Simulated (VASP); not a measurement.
CuI (Marshite) under changes of volume

One of the cells (28.417 Å³/atom); the others are scaled copies at fixed shape and fractional positions:

```
I Cu
1.0
     0.00000    3.05158    3.05158
     3.05158    0.00000    3.05158
     3.05158    3.05158    0.00000
I Cu
1 1
Direct
  0.00000 0.00000 0.00000
  0.75000 0.75000 0.75000
```

| Quantity | Value |
| --- | --- |
| Program | VASP 6.6.1 |
| Functional | PBE |
| Potentials or basis | VASP PAW PBE potentials, release 64 (I, Cu) |
| Cutoff | 520 eV |
| k mesh | 8 × 8 × 8 |
| Occupations | fermi-dirac, width 0.05 eV |
| Spin | no spin polarisation |

| volume (Å³/atom) | energy over the lowest point (meV/atom) | pressure (GPa) | gap on the mesh (eV) |
| --- | --- | --- | --- |
| 26.188 | 18.43 | 3.3 | 1.32 |
| 26.745 | 8.77 | 2.2 | 1.26 |
| 27.302 | ? | ? | ? |
| 28.417 | 0.00 | -0.4 | 1.09 |
| 28.974 | 2.57 | -1.1 | 1.04 |
| 29.531 | 7.35 | -1.7 | 1.00 |

**Question.** What does the run at 27.302 Å³/atom give?

**Answer.** Energy over the lowest point 2.74 meV/atom; pressure 1.2 GPa; gap on the mesh 1.20 eV.

Worked out: A Birch-Murnaghan fit of order 3 (a polynomial in V^(-2/3)) to the other rows has its minimum at 28.13 Å³/atom with B0 = V·E''(V) = 39 GPa and B' = 5.2. It gives 2.75 meV/atom at 27.302 Å³/atom, against the run's 2.74, and -dE/dV = 1.2 GPa, against 1.2. A straight line through the other rows of the gap, of slope -2.7 eV per unit of ln V (its deformation potential), gives 1.20 eV, against the run's 1.20.

Energies are extrapolated to zero smearing.

Caveats: spin-orbit coupling is left out, which moves the levels of the heavy elements.
